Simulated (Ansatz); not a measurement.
# In2Ga3P5: the cost of one run

Program: Ansatz 0.2.0. Level of theory: DFT PBE, scalar-relativistic, plane waves, PAW. These are calculated values, not measurements.

## Step 1: The structure to begin with

Symmetry: R-3m, No. 166, trigonal system. Conventional cell: a = 3.882 Å, b = 3.882 Å, c = 47.544 Å, α = 90.00°, β = 90.00°, γ = 120.00°. In (site symmetry 3m) has 6 P at 2.74 Å in its first shell of neighbours. Ga (site symmetry -3m) is surrounded by 6 P at 2.74 Å. Ga (site symmetry 3m) is surrounded by 6 P at 2.74 Å. P (site symmetry 3m) has 6 Ga at 2.74 Å in its first shell of neighbours. Around P (site symmetry 3m) lie 3 Ga at 2.74 Å and 3 In at 2.74 Å. P (site symmetry -3m) is surrounded by 6 In at 2.74 Å.

Structure file:

```
In Ga P
1.0
     1.94099    1.12063   15.84809
    -1.94099    1.12063   15.84809
     0.00000   -2.24126   15.84809
In Ga P
2 3 5
Direct
  0.20000 0.20000 0.20000
  0.80000 0.80000 0.80000
  0.00000 0.00000 0.00000
  0.60000 0.60000 0.60000
  0.40000 0.40000 0.40000
  0.30000 0.30000 0.30000
  0.90000 0.90000 0.90000
  0.50000 0.50000 0.50000
  0.10000 0.10000 0.10000
  0.70000 0.70000 0.70000
```

The start is an ordering of an alloy on its end members' structure types: elements ordered on the sites of the InP type, Ga/In on In (R-3m, No. 166).

## Step 2: A first look at the guess

The input, input.yaml:

```yaml
crystal:
  lattice:
    - [1.94098672, 1.1206292, 15.84809019]
    - [-1.94098672, 1.1206292, 15.84809019]
    - [0.0, -2.24125841, 15.84809019]
  atoms:
    - { symbol: In, position: [0.2, 0.2, 0.2] }
    - { symbol: In, position: [0.8, 0.8, 0.8] }
    - { symbol: Ga, position: [0.0, 0.0, 0.0] }
    - { symbol: Ga, position: [0.6, 0.6, 0.6] }
    - { symbol: Ga, position: [0.4, 0.4, 0.4] }
    - { symbol: P, position: [0.3, 0.3, 0.3] }
    - { symbol: P, position: [0.9, 0.9, 0.9] }
    - { symbol: P, position: [0.5, 0.5, 0.5] }
    - { symbol: P, position: [0.1, 0.1, 0.1] }
    - { symbol: P, position: [0.7, 0.7, 0.7] }
basis:
  ecutwfc: 420
kpoints:
  mp_grid: { grid: [6, 6, 6] }
hamiltonian:
  xc: pbe
scf:
  occupations: { method: gaussian, width: 0.1 }
  lower_state_search: "off"
output:
  forces: true
  stress: true
  eigenvalues: true
```

The run is started by

```sh
$ ansatz run input.yaml --threads 4 --pin off --max-ram 8192MiB --backend cpu --events-out ev --progress --plain --runs-dir out
```

Q: Estimate wall time and peak memory on 4 threads of Intel Xeon at 2.50GHz (Skylake/Cascade Lake), shared host.

About 12 s, with a peak of 0.8 GiB.
